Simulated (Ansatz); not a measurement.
Input of an Ansatz 0.2.0 run:

The input input.yaml:

```yaml
crystal:
  lattice:
    - [0.0, 2.0859016414, 2.0859016414]
    - [2.0859016414, 0.0, 2.0859016414]
    - [2.0859016414, 2.0859016414, 0.0]
  atoms:
    - { symbol: Ni, position: [0.0, 0.0, 0.0], spin: 1.0 }
    - { symbol: O, position: [0.5, 0.5, 0.5] }
kpoints:
  mp_grid: { grid: [8, 8, 8] }
scf:
  occupations: { method: fermi_dirac, width: 0.05 }
hamiltonian:
  xc: pbesol
  pseudopotentials: { kind: all_electron, lapw: { basis_error: 0.001 } }
magnetization:
  spin_polarized: true
output: {}
phonons:
  method: fd
  supercell: [1, 1, 1]
```

Potentials or basis: all-electron LAPW, scalar-relativistic.

Launch:

```bash
$ ansatz run input.yaml --threads 2 --pin off --max-ram 6144MiB --backend cpu --events-out ev --progress --plain --runs-dir out
```

(1) Estimate the highest phonon frequency at Γ.

(2) Estimate the band gap on the k mesh.

## Answers

(1) 217 cm⁻¹.

(2) none (metal or under the smearing width).

Caveat: the k mesh is thin for a metal, which can move the energy by tens of meV per atom; a metal's response needs a denser mesh; a cell with one magnetic atom can't hold antiferromagnetic order, which such compounds often take; semilocal functionals often make such compounds metallic where correlation or magnetic order opens a gap, which also shifts bond lengths.

**Experimental background.**

From “Local correlations, non-local screening, multiplets, and band formation in NiO”, 2012, arxiv:1210.6675, for a bulk crystal of NiO: band gap 4.3 eV.

A measured gap of NiO is 4.3 eV (quoted in “Local correlations, non-local screening, multiplets, and band formation in NiO”, 2012, arxiv:1210.6675); the calculated 0.00 eV misses it by -4.30 eV. So large a miss can be the level of theory's own, or it may mean another phase, state or a wrong row. The value is that of PBEsol on a finite k mesh, which can miss the band edges, without temperature or zero-point motion. Semilocal functionals fall short of measured gaps as a rule. The run's magnetic order (collinear spin, ferromagnetic start) needn't be the measured crystal's.
